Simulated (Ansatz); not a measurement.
**Mg: pressure against volume**

Mg, Fm-3m, a = 4.522 Å. This isn't the element's structure at ambient conditions. Ansatz: PBE, PAW, 420 eV, Γ-centred 16×16×16 mesh on 1 atom, Gaussian smearing 0.10 eV; no spin polarisation. Symmetry fixes shape and atoms, so the cell is only scaled; pressure is positive in compression.

| V (Å³/atom) | P (GPa) |
| --- | --- |
| 20.346 | 5.81 |
| 21.039 | 4.02 |
| 21.733 | 2.48 |
| 22.426 | ? |
| 23.120 | 0.01 |
| 23.814 | -0.98 |
| 24.507 | -1.83 |
| 25.432 | -2.78 |

Task: Take V0 = 23.120 Å³/atom, count pressures from its P0 = 0.01 GPa, fit the third-order Birch–Murnaghan form to the other rows, and predict the missing pressure.

Result: With the Eulerian strain f = ½[(V0/V)^(2/3) − 1] and y = (P − P0)/[3f(1 + 2f)^(5/2)], the form is the line y = B0 + 1.5 B0 (B0′ − 4) f. Rows (f, y): 0.04447, 35.1; 0.03245, 35.2; 0.02105, 35.3; -0.00976, 35.5; -0.01905, 35.5; -0.03078, 35.4. Means f = 0.006397, y = 35.333; Σ(Δf)² = 0.004634, ΣΔfΔy = -0.02226; the slope is their ratio. y = 35.36 − 4.804 f GPa, so B0 = 35.4 GPa and B0′ = 4 + 2 × (-4.804)/(3 × 35.36) = 3.91. At V = 22.426, f = 0.01026, y = 35.31 and P = 1.15 GPa. The run gave 1.15 GPa, the same to the digits shown.